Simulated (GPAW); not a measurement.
Here is a GPAW 26.7.0 calculation.

Contents of run.py:

```python
from ase import Atoms
from ase.dft.bandgap import bandgap
from ase.io import write
from ase.units import GPa
from gpaw import GPAW, PW

atoms = Atoms(['Zn', 'S'],
              cell=[[0.0, 2.702, 2.702],
                    [2.702, 0.0, 2.702],
                    [2.702, 2.702, 0.0]],
              scaled_positions=[[0.75, 0.75, 0.75],
                                [0.0, 0.0, 0.0]],
              pbc=True)

calc = GPAW(mode=PW(600),
            xc='MGGA_X_REVTPSS+MGGA_C_REVTPSS',
            kpts={'size': (7, 7, 7), 'gamma': True},
            occupations={'name': 'fermi-dirac', 'width': 0.05},
            nbands=18,
            convergence={'density': 1e-05, 'energy': 1e-05},
            eigensolver='davidson',
            maxiter=150,
            txt='gpaw.txt')
atoms.calc = calc
energy = atoms.get_potential_energy()
forces = atoms.get_forces()
stress = atoms.get_stress()
calc.write('gs.gpw')
write('result.traj', atoms)
print(f'Energy: {energy:.6f} eV')
print('Forces (eV/A):')
print(forces.round(4))
print('Stress (GPa):', (stress / GPa).round(3))
print('Fermi level:', round(calc.get_fermi_level(), 4), 'eV')
print(f'Gap: {bandgap(calc)[0]:.4f} eV, direct: {bandgap(calc, direct=True)[0]:.4f} eV')

path = atoms.cell.bandpath('GXWKGLUWLK,UX', npoints=60, eps=1e-4)
bs_calc = calc.fixed_density(kpts=path, symmetry='off', nbands=28,
                             convergence={'bands': 'CBM+6.0', 'eigenstates': 1e-6}, txt='bands.txt')
bs = bs_calc.band_structure()
bs.write('bs.json')
print(f'Gap on the path: {bandgap(bs_calc)[0]:.4f} eV')
```

Potentials or basis: GPAW PAW data sets (gpaw-data 1.2.1), pw.

The run is started by

```bash
$ OMP_NUM_THREADS=1 python run.py
```

Predict the band gap along the path.

2.18 eV, direct.

Predict the pressure.

0.6 GPa.

What does it give for the band gap on the k mesh?

2.18 eV, direct.

Levels at the corners of the path, in eV from the valence-band top:
```tsv
point	band 7	band 8	band 9	band 10	band 11	band 12
Γ	0.00	0.00	0.00	2.18	6.56	6.56
X	-4.54	-2.27	-2.27	3.35	4.17	11.08
W	-4.59	-2.82	-2.77	5.65	6.23	8.01
K	-4.63	-3.18	-1.84	4.15	6.05	9.46
Γ	0.00	0.00	0.00	2.18	6.56	6.56
L	-5.35	-0.88	-0.88	3.43	7.03	7.03
U	-4.63	-3.18	-1.84	4.15	6.05	9.46
W	-4.59	-2.82	-2.77	5.65	6.23	8.01
L	-5.35	-0.88	-0.88	3.43	7.03	7.03
K	-4.63	-3.18	-1.84	4.15	6.05	9.46
U	-4.63	-3.18	-1.84	4.15	6.05	9.46
X	-4.54	-2.27	-2.27	3.35	4.17	11.08
```

Caveat: the PAW data sets were made with another functional, which shifts forces and pressure a little.

**Measured values to compare with.**

From “Electronic, vibrational, and thermodynamic properties of ZnS (zincblende and rocksalt structure)”, 2009, arxiv:0911.5022, for a bulk crystal of ZnS at 19 K: band gap 3.85 eV (direct).

A measured gap of ZnS is 3.85 eV (direct; 19 K; quoted in “Electronic, vibrational, and thermodynamic properties of ZnS (zincblende and rocksalt structure)”, 2009, arxiv:0911.5022); the calculated 2.18 eV misses it by -1.67 eV. The value is that of revTPSS, without temperature or zero-point motion.
